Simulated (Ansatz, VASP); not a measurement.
La: VASP beside Ansatz

File INCAR:

```
PREC = Accurate ; ENCUT = 520
EDIFF = 1E-6 ; ISMEAR = -1
SIGMA = 0.08 ; LREAL = F
LASPH = T ; NELM = 80
ALGO = Normal ; ISIF = 2
LWAVE = F ; LCHARG = T
LELF = T ; LVHAR = T
NBANDS = 12
```

KPOINTS

```
Automatic mesh
0
Gamma
  15 15 15
```

Contents of POSCAR:

```
La
1.0
   -1.9888042567      1.9888042567      1.9888042567
    1.9888042567     -1.9888042567      1.9888042567
    1.9888042567      1.9888042567     -1.9888042567
La
1
Direct
    0.0000000000      0.0000000000      0.0000000000
```

Input for Ansatz:

```yaml
crystal:
  lattice:
    - [-1.9888042567, 1.9888042567, 1.9888042567]
    - [1.9888042567, -1.9888042567, 1.9888042567]
    - [1.9888042567, 1.9888042567, -1.9888042567]
  atoms:
    - { symbol: La, position: [0.0, 0.0, 0.0] }
kpoints:
  mp_grid: { grid: [15, 15, 15] }
scf:
  occupations: { method: fermi_dirac, width: 0.08 }
hamiltonian:
  xc: lda
  pseudopotentials: { kind: all_electron, lapw: { basis_error: 0.001 } }
output:
  forces: true
  stress: true
  eigenvalues: true
  populations: true
```

Change from the starting cell: volume scaled by 0.95, LAPW.

Alike in both runs: task single point; functional LDA; k mesh 15 × 15 × 15; occupations fermi-dirac, width 0.08 eV; no spin polarisation.

|  | VASP | Ansatz |
| --- | --- | --- |
| version | VASP 6.6.1 | Ansatz 0.2.0 |
| potentials or method | VASP PAW LDA potentials, release 64 (La) | all-electron LAPW, scalar-relativistic |
| plane-wave cutoff (eV) | 520 | see its input |

```csv
,VASP,Ansatz,Ansatz less VASP
pressure (GPa),1.6,1.7,+0.15
```

Ansatz ran all-electron here, so the differences hold the error of VASP's frozen core and of both bases.

The runs have no spin-orbit coupling, so splittings on La are missing.
